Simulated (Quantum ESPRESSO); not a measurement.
## TiO: zone-centre phonons under several settings

```
Ti O
1.0
     3.03100    0.00000    0.00000
    -1.51550    2.62492    0.00000
     0.00000    0.00000    3.23770
Ti O
1 1
Direct
  0.66667 0.33333 0.00000
  0.00000 0.00000 0.50000
```

All runs used Quantum ESPRESSO 7.5; potentials PseudoDojo 0.4.1 SR LDA standard; k mesh 8 × 8 × 7; no spin polarisation; cutoff 1143 eV; occupations cold, width 0.2 eV.

```tsv
level	geometry	volume (Å³/atom)	pressure (GPa)	lowest optical mode without the field (cm⁻¹)	highest optical mode without the field (cm⁻¹)
LDA	relaxed at 0 GPa	9.13	0.0	488	548
LDA	relaxed at 2 GPa	?	2.0	?	?
LDA	relaxed at 5 GPa	8.97	5.0	503	568
LDA	relaxed at 10 GPa	8.83	10.0	517	587
LDA	relaxed at 15 GPa	8.70	15.0	531	605
```

Question: What stands in the row left open?

Answer: Volume 9.07 Å³/atom; lowest optical mode without the field 494 cm⁻¹; highest optical mode without the field 556 cm⁻¹.

Caveats: the mesh is thin for the phonons of a metal; the volume moved by over 15 % at a fixed basis, so the end points are rough; the cell is more than 3 GPa from zero pressure, which shifts response properties (some runs).

For the row left open. Caveat: the mesh is thin for the phonons of a metal; the volume moved by over 15 % at a fixed basis, so the end points are rough.
